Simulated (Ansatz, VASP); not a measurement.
# Cu in VASP and in Ansatz

File INCAR:

```
  PREC = Accurate
  ENCUT = 520
  EDIFF = 1E-6
  ISMEAR = 0
  SIGMA = 0.05
  LREAL = False
  LASPH = True
  NELM = 60
  ALGO = Normal
  ISIF = 2
  LWAVE = False
  LCHARG = True
  LELF = True
  LVHAR = True
  NBANDS = 12
```

KPOINTS

```
regular mesh
0
Gamma
  15 15 15
```

Contents of POSCAR:

```
Cu
1.0
   -1.4427933200      1.4427933200      1.3760814500
    1.4427933200     -1.4427933200      1.3760814500
    1.4427933200      1.4427933200     -1.3760814500
Cu
1
Direct
    0.0000000000      0.0000000000      0.0000000000
```

Input for Ansatz:

```yaml
crystal:
  lattice:
    - [-1.44279332, 1.44279332, 1.37608145]
    - [1.44279332, -1.44279332, 1.37608145]
    - [1.44279332, 1.44279332, -1.37608145]
  atoms:
    - { symbol: Cu, position: [0.0, 0.0, 0.0] }
kpoints:
  mp_grid:
    grid: [15, 15, 15]
hamiltonian:
  xc: lda
  pseudopotentials:
    kind: all_electron
    lapw: {}
scf:
  occupations:
    method: gaussian
    width: 0.05
output:
  forces: true
  stress: true
  eigenvalues: true
```

This isn't the form of Cu at room conditions, which is fcc.

Alike in both runs: task single point; functional LDA; k mesh 15 × 15 × 15; occupations gaussian, width 0.05 eV; no spin polarisation.

|  | VASP | Ansatz |
| --- | --- | --- |
| version | VASP 6.6.1 | Ansatz 0.2.0 |
| potentials or method | VASP PAW LDA potentials, release 64 (Cu) | all-electron (LAPW or listed datasets) |
| plane-wave cutoff (eV) | 520 | see its input |

VASP gave:

* gap on the k mesh at the Fermi level (eV): none
* pressure (GPa): -6.9
* largest component of the traceless stress (GPa): 0.54

Task: Estimate Ansatz's values.

Result: gap on the k mesh at the Fermi level (eV): none; pressure (GPa): -7.8; largest component of the traceless stress (GPa): 0.54.

A gap of «none» marks a metal or a gap that the smearing closes. Ansatz ran all-electron here, so the differences hold the error of VASP's frozen core and of both bases.
